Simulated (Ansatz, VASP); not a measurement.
Two plane-wave programs on Si4N

```
Si N
1.0
     4.81613    0.00000    0.00000
    -2.40807    4.17089    0.00000
     0.00000    0.00000    3.44414
Si N
4 1
Direct
  0.37704 0.00000 0.00000
  0.00000 0.37704 0.00000
  0.62296 0.62296 0.00000
  0.00000 0.00000 0.00000
  0.00000 0.00000 0.50000
```

Alike in both runs: task single point; functional PBE; k mesh 6 × 6 × 6; occupations gaussian, width 0.1 eV; collinear spin.

|  | VASP | Ansatz |
| --- | --- | --- |
| version | VASP 6.6.1 | Ansatz 0.2.0 |
| potentials or method | VASP PAW PBE potentials, release 64 (Si, N) | scalar-relativistic, plane waves, PAW |
| plane-wave cutoff (eV) | 520 | 420 |
| valence electrons in the cell | 21 | 21 |

```tsv
	VASP	Ansatz	Ansatz less VASP
gap on the k mesh at the Fermi level (eV)	none	none	-
rms of the force components (eV/Å)	6.302	6.343	+0.0415
net moment per atom (μB)	0.00	0.00	0.000
```

Atom by atom the forces differ by 0.042 eV/Å (rms over components). A gap of «none» marks a metal or a gap that the smearing closes. Ansatz warned: «seeded_moment_not_kept».

Caveats: forces of over 1 eV/Å show positions far from the minimum, so gaps and moduli don't describe the material at rest.
